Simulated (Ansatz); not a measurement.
Born–Oppenheimer molecular dynamics of a periodic cell of 33 atoms, Al32H (host Al, host structure fcc, interstitial H). It goes on from the last frame of an earlier run, with new velocities.

Theory: DFT PBE, scalar-relativistic, plane waves, PAW (Ansatz). Settings: accuracy low, cutoff 420 eV, k mesh 2x2x2, fermi-dirac smearing 0.15 eV, no spin polarisation.

- ensemble: NVT, Langevin thermostat
- time step: 0.5 fs
- steps asked: 210
- set temperature: 1680 K
- friction: 0.02 /fs
- seed: 527954

First frame:

```xyz
33
Lattice="8.1000 0.0000 0.0000 0.0000 8.1000 0.0000 0.0000 0.0000 8.1000" Properties=species:S:1:pos:R:3
Al 3.764 0.052 0.169
Al 6.142 2.030 0.173
Al 6.157 0.100 1.866
Al 0.128 -0.030 0.206
Al 2.111 1.895 0.153
Al 4.124 4.019 -0.037
Al 5.731 6.131 0.141
Al 2.156 0.048 2.124
Al 3.999 2.212 1.866
Al 6.094 4.226 2.137
Al 4.040 -0.031 3.858
Al 6.147 1.670 4.165
Al 6.495 -0.132 6.277
Al -0.056 3.976 0.104
Al 1.904 6.044 0.019
Al -0.217 2.118 2.093
Al 1.819 4.086 2.017
Al 4.068 5.985 2.285
Al 0.108 -0.059 3.967
Al 1.971 2.086 3.952
Al 4.013 4.074 3.836
Al 6.105 5.981 4.056
Al 2.035 0.076 5.905
Al 3.903 2.095 5.876
Al 6.184 3.897 6.031
Al -0.097 6.223 1.992
Al 0.122 4.167 3.913
Al 2.022 6.138 3.936
Al 0.030 2.103 6.081
Al 2.041 4.060 6.176
Al 4.162 5.990 5.965
Al -0.034 5.948 5.863
H 4.819 0.580 6.903
```

What does the run give?

The run went to its last step.

| Item | Value |
| --- | --- |
| steps done | 210 |
| time covered | 105 fs |
| mean temperature over the second half | 1567 K |
| spread of the potential energy over the second half | 10.0 meV per atom |
| mean potential energy of the second half above the start | 110.3 meV per atom |

A run of 0.1 ps of so small a system gives no equilibrium averages. Limits of this set-up: coarse k mesh, odd electron count without spin, low accuracy level.

What happens to the structure?

Mean squared displacements from the first frame to the last, about the centre of mass: Al 0.19 Å², H 6.74 Å². The details hang on the random start.

How do temperature and energy run in time?


```json
{"time (fs)": "0.0", "T (K)": "1629", "potential energy less start (eV)": "0.000"}
{"time (fs)": "3.5", "T (K)": "1640", "potential energy less start (eV)": "0.191"}
{"time (fs)": "7.0", "T (K)": "1562", "potential energy less start (eV)": "0.538"}
{"time (fs)": "10.5", "T (K)": "1504", "potential energy less start (eV)": "0.899"}
{"time (fs)": "14.0", "T (K)": "1611", "potential energy less start (eV)": "1.176"}
{"time (fs)": "17.5", "T (K)": "1598", "potential energy less start (eV)": "1.718"}
{"time (fs)": "21.0", "T (K)": "1532", "potential energy less start (eV)": "2.183"}
{"time (fs)": "24.5", "T (K)": "1491", "potential energy less start (eV)": "2.726"}
{"time (fs)": "28.0", "T (K)": "1252", "potential energy less start (eV)": "3.326"}
{"time (fs)": "31.5", "T (K)": "1177", "potential energy less start (eV)": "3.649"}
{"time (fs)": "35.0", "T (K)": "1219", "potential energy less start (eV)": "3.870"}
{"time (fs)": "38.5", "T (K)": "1315", "potential energy less start (eV)": "3.964"}
{"time (fs)": "42.0", "T (K)": "1378", "potential energy less start (eV)": "3.838"}
{"time (fs)": "45.5", "T (K)": "1250", "potential energy less start (eV)": "3.686"}
{"time (fs)": "49.0", "T (K)": "1515", "potential energy less start (eV)": "3.428"}
{"time (fs)": "52.5", "T (K)": "1583", "potential energy less start (eV)": "3.410"}
{"time (fs)": "56.0", "T (K)": "1380", "potential energy less start (eV)": "3.518"}
{"time (fs)": "59.5", "T (K)": "1565", "potential energy less start (eV)": "3.719"}
{"time (fs)": "63.0", "T (K)": "1614", "potential energy less start (eV)": "4.073"}
{"time (fs)": "66.5", "T (K)": "1632", "potential energy less start (eV)": "4.140"}
{"time (fs)": "70.0", "T (K)": "1498", "potential energy less start (eV)": "3.972"}
{"time (fs)": "73.5", "T (K)": "1530", "potential energy less start (eV)": "3.719"}
{"time (fs)": "77.0", "T (K)": "1639", "potential energy less start (eV)": "3.687"}
{"time (fs)": "80.5", "T (K)": "1510", "potential energy less start (eV)": "3.937"}
{"time (fs)": "84.0", "T (K)": "1539", "potential energy less start (eV)": "3.661"}
{"time (fs)": "87.5", "T (K)": "1346", "potential energy less start (eV)": "3.808"}
{"time (fs)": "91.0", "T (K)": "1461", "potential energy less start (eV)": "3.543"}
{"time (fs)": "94.5", "T (K)": "1644", "potential energy less start (eV)": "3.432"}
{"time (fs)": "98.0", "T (K)": "1695", "potential energy less start (eV)": "2.939"}
{"time (fs)": "101.5", "T (K)": "1811", "potential energy less start (eV)": "3.087"}
{"time (fs)": "105.0", "T (K)": "1724", "potential energy less start (eV)": "3.407"}
```

The run took 17 min on 2 threads of Intel(R) Xeon(R) Platinum 8488C (Sapphire Rapids) (shared host), peak memory 1.2 GiB.
